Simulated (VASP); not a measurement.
Crystal: CdS (Greenockite).

```xyz
4
Lattice="4.1500 0.0000 0.0000 -2.0750 3.5940 0.0000 0.0000 0.0000 6.7370" Properties=species:S:1:pos:R:3 pbc="T T T"
Cd    2.0750    1.1980    3.3685
Cd    0.0000    2.3960    0.0000
S     2.0750    1.1980    5.8949
S     0.0000    2.3960    2.5264
```

| Item | Value |
| --- | --- |
| Program | VASP 6.6.1 |
| Task | relaxation of cell and atoms |
| Functional | PBE |
| Potentials or basis | VASP PAW PBE potentials, release 64 (Cd, S) |
| Cutoff | 600 eV |
| k mesh | 7 × 7 × 4 |
| Occupations | fermi-dirac, width 0.05 eV |
| Spin | no spin polarisation |

At the start: pressure 2.4 GPa; volume 25.12 Å³/atom.

Question: How do energy, volume and symmetry change on relaxing?

Answer: Over 5 steps the energy falls by 7.7 meV/atom and the volume is 26.16 Å³/atom (+4.1 %); space group P6_3mc (No. 186, to 0.05 Å).

The path:
| step | energy change (eV) | largest force (eV/Å) | pressure (GPa) | volume (Å³) |
| --- | --- | --- | --- | --- |
| 1 | 0.0000 | 0.0693 | 2.38 | 100.48 |
| 2 | -0.0279 | 0.0021 | -0.67 | 106.02 |
| 3 | -0.0308 | 0.0150 | 0.00 | 104.66 |
| 4 | -0.0307 | 0.0141 | -0.05 | 104.75 |
| 5 | -0.0308 | 0.0073 | 0.01 | 104.64 |

Final structure:
```
Cd S
1.0
     4.20081    0.00000    0.00000
    -2.10040    3.63801    0.00000
     0.00000    0.00000    6.84682
Cd S
2 2
Direct
  0.66667 0.33333 0.49952
  0.33333 0.66667 0.99952
  0.66667 0.33333 0.87548
  0.33333 0.66667 0.37548
```
